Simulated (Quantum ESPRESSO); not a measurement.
Crystal: AgBr.

```
Ag Br
1.0
     0.00000    2.87015    2.87015
     2.87015    0.00000    2.87015
     2.87015    2.87015    0.00000
Ag Br
1 1
Direct
  0.00000 0.00000 0.00000
  0.50000 0.50000 0.50000
```

Base run:

```yaml
Program: Quantum ESPRESSO 7.5
Functional: AM05
Potentials_or_basis: GBRV 1.5 PBE
Cutoff: 762 eV
Density_cutoff: 6095 eV
k_mesh: 6 × 6 × 6, shifted
Occupations: fermi-dirac, width 0.05 eV
Spin: no spin polarisation
```

Its results: pressure -0.9 GPa; electronic dielectric tensor (diagonal) 6.30.

Task: After a change of settings the same cell gave: pressure 2.2 GPa; electronic dielectric tensor (diagonal) 6.10. Which change was it?
A. functional from AM05 to PBEsol; potentials or basis from GBRV 1.5 PBE to GBRV 1.5 PBEsol
B. functional from AM05 to BLYP
C. functional from AM05 to PBE
D. functional from AM05 to LDA; potentials or basis from GBRV 1.5 PBE to GBRV 1.5 LDA

Result: C.

PBE binds less tightly than AM05, so the same cell stands under more pressure.

Caveats: the potentials were made for another functional, which shifts forces and pressure (some runs).
